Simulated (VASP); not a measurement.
The system is CdTe.

```
CELL_PARAMETERS angstrom
0.00000 3.20500 3.20500
3.20500 0.00000 3.20500
3.20500 3.20500 0.00000
ATOMIC_POSITIONS crystal
Cd 0.00000 0.00000 0.00000
Te 0.25000 0.25000 0.25000
```

- Program: VASP 6.6.1
- Task: relaxation of cell and atoms
- Functional: PBE
- Dispersion: D3(BJ)
- Potentials or basis: VASP PAW PBE potentials, release 64 (Cd, Te)
- Cutoff: 600 eV
- k mesh: 8 × 8 × 8
- Occupations: gaussian, width 0.03 eV
- Spin: no spin polarisation

At the start: pressure 2.3 GPa; volume 32.92 Å³/atom.

Where does the relaxation end?

Over 3 steps the energy falls by 12.2 meV/atom and the volume is 34.67 Å³/atom (+5.3 %); space group F-43m (No. 216, to 0.05 Å).

Step by step:
| step | energy change (eV) | largest force (eV/Å) | pressure (GPa) | volume (Å³) |
| --- | --- | --- | --- | --- |
| 1 | 0.0000 | 0.0000 | 2.34 | 65.84 |
| 2 | -0.0219 | 0.0000 | -0.64 | 70.54 |
| 3 | -0.0243 | 0.0000 | 0.01 | 69.34 |

Final structure:
```yaml
crystal:
  lattice:
    - [0.00000, 3.26076, 3.26076]
    - [3.26076, 0.00000, 3.26076]
    - [3.26076, 3.26076, 0.00000]
  atoms:
    - { symbol: Cd, position: [0.00000, 0.00000, 0.00000] }
    - { symbol: Te, position: [0.25000, 0.25000, 0.25000] }
```
